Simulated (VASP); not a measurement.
A run of VASP 6.6.1 is set up as follows.

The input POSCAR:

```
Mg2Si                                   
1.0
    0.0000000000      3.1796925105      3.1796925105
    3.1796925105      0.0000000000      3.1796925105
    3.1796925105      3.1796925105     -0.0000000000
  Si              Mg            
     1     2
Direct
     0.0000000000000000    0.0000000000000000    0.0000000000000000
     0.2500000000000000    0.2500000000000000    0.2500000000000000
     0.7500000000000000    0.7500000000000000    0.7500000000000000
```

Contents of INCAR.step1:

```
SYSTEM = Mg2Si
  PREC = Accurate
  ENCUT = 520
  EDIFF = 1E-5
  ISMEAR = 0
  SIGMA = 0.02
  LREAL = .False.
  LASPH = .True.
  NELM = 60
  ALGO = Normal
  ISIF = 2
  LWAVE = .True.
  GGA = PE
  KPAR = 4
```

Contents of INCAR.step2:

```
SYSTEM = Mg2Si
  PREC = Accurate
  ENCUT = 520
  EDIFF = 1E-6
  ISMEAR = 0
  SIGMA = 0.02
  LREAL = .False.
  LASPH = .True.
  NELM = 60
  ALGO = Normal
  ISIF = 2
  LWAVE = .False.
  LCHARG = .True.
  GGA = PE
  LHFCALC = .True.
  AEXX = 0.25
  PRECFOCK = Fast
  LVHAR = .True.
  ISTART = 1
  KPAR = 4
```

Contents of KPOINTS:

```
regular mesh
0
Gamma
  6 6 6
  0 0 0
```

Potentials or basis: VASP PAW PBE potentials, release 64 (Si, Mg).

Run with:

```bash
$ cat potpaw_PBE.64/Si/POTCAR potpaw_PBE.64/Mg/POTCAR > POTCAR
$ cp INCAR.step1 INCAR
$ mpirun -np 4 vasp_std > vasp.out
$ cp INCAR.step2 INCAR
$ mpirun -np 4 vasp_std > vasp.out
```

Problem. Predict the band gap on the k mesh.

Solution. 1.20 eV, indirect (least direct gap 3.09 eV).

Problem. What does it give for the pressure?

Solution. -1.0 GPa.

Caveat: the PAW data sets were made with another functional, which shifts forces and pressure a little. A k mesh can miss the band edges.
